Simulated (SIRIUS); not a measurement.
CuAu in SIRIUS: the effect of functional

Crystal: CuAu.

```
Au Cu
1.0
     2.81075    0.00000    0.00000
     0.00000    2.81075    0.00000
     0.00000    0.00000    3.68500
Au Cu
1 1
Direct
  0.00000 0.00000 0.00000
  0.50000 0.50000 0.50000
```

Alike in all runs:

| Property | Result |
| --- | --- |
| Program | SIRIUS 7.12.0 |
| Task | single point |
| Potentials or basis | PseudoDojo 0.4.1 PBE standard (scalar relativistic) |
| Cutoff | 1254 eV |
| Density cutoff | 5016 eV |
| k mesh | 5 × 5 × 4 |
| Occupations | fermi-dirac, width 0.05 eV |
| Spin | no spin polarisation |

Problem. One run gave: pressure 11.5 GPa. Which functional did it use?
A. PW91
B. BLYP
C. AM05
D. RGE2
E. PW86PBE

Solution. E.

```csv
functional,pressure (GPa)
LDA,-10.2
PBEsol,-4.6
RPBE,8.5
revPBE,7.3
BLYP,13.5
PW91,4.0
AM05,-5.2
RGE2,-2.0
PW86PBE,11.5
B97-D,10.5
```

Caveats: all runs use coarse meshes; the potentials were made for another functional, which shifts forces and pressure.

Runs at the PBE level aren't shown here.
